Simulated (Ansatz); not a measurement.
Structure relaxation of PbS3

Level of theory: Ansatz, DFT PBE, scalar-relativistic, plane waves, PAW. Cutoff 420 eV, Γ-centred k mesh, Gaussian smearing, no spin polarisation in the final step.

The start puts PbS3 on the A15 structure type (Pm-3n, No. 223), with Pb in place of Si, S in place of Cr, at a guessed volume.

```xyz
8
Lattice="5.7969 0.0000 0.0000 0.0000 5.7969 0.0000 0.0000 0.0000 5.7969" Properties=species:S:1:pos:R:3 pbc="T T T"
Pb    0.0000    0.0000    0.0000
Pb    2.8985    2.8985    2.8985
S     0.0000    2.8985    1.4492
S     0.0000    2.8985    4.3477
S     1.4492    0.0000    2.8985
S     4.3477    0.0000    2.8985
S     2.8985    4.3477    0.0000
S     2.8985    1.4492    0.0000
```

Steps on the 4×4×4 mesh (8 atoms). 4 of 4 steps are shown, and the free energy counts from the last. Trial steps that were taken back and renewals of the plane-wave basis can be among the rows.

```
step  ΔF (meV/atom) V (Å³/atom) P (GPa)
   1           81.6        24.35    -6.38
   2            0.1        20.98    -0.54
   3           -0.2        20.72     0.16
   4            0.0        20.72     0.16
```

A final relaxation ran on a 8×8×8 mesh. The relaxed crystal, Pm-3n (No. 223):

Space group Pm-3n (No. 223). a = 5.508 Å, b = 5.508 Å, c = 5.508 Å, α = 90.00°, β = 90.00°, γ = 90.00°
```
atom site symmetry x y z
  Pb    2a m-3.  0.0000  0.0000  0.0000
   S    6c     -4m.2  0.0000  0.5000  0.2500
```

| Property | Result |
| --- | --- |
| Volume per atom | 20.89 Å³ |
| Density | 6.03 g/cm³ |
| Energy over the elements | 0.50 eV/atom |
| Gap on the 8×8×8 mesh | 0 eV (a metal) |

The zero of energy is the elements' standard structures at the same level; no fitted shifts are applied.

The final run used a 8×8×8 mesh on its 8-atom cell and 0.10 eV smearing. For metals, differences of a few meV/atom aren't resolved. Spin–orbit coupling is left out.

Symmetry constrained the relaxation, so the result can be a saddle point.

Cost: 3 runs of about 1.4 core-minutes in all, on Intel Xeon Platinum 8488C (Sapphire Rapids) (shared hosts).